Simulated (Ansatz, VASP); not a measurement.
**Be in VASP and in Ansatz**

```
CELL_PARAMETERS angstrom
-1.27770 1.27770 1.27770
1.27770 -1.27770 1.27770
1.27770 1.27770 -1.27770
ATOMIC_POSITIONS crystal
Be 0.00000 0.00000 0.00000
```

Change from the starting cell: volume scaled by 1.06, PAW files.

Alike in both runs: task electric field gradients; functional PBE; k mesh 23 × 23 × 23; occupations fermi-dirac, width 0.03 eV; no spin polarisation.

|  | VASP | Ansatz |
| --- | --- | --- |
| version | VASP 6.6.1 | Ansatz 0.2.0 |
| potentials or method | VASP PAW PBE potentials, release 64 (Be) | PAW with Ansatz's default frozen-core files, scalar-relativistic |
| plane-wave cutoff (eV) | 520 | 420 |
| valence electrons in the cell | 2 | 2 |

VASP gave:

- pressure (GPa): -7.2
- Vzz of the field gradient on the site that differs most (V/Å²): 0.0

Problem. What did Ansatz give for the same quantities?

Solution. Pressure (GPa): -7.3; Vzz of the field gradient on the site that differs most (V/Å²): 0.0.
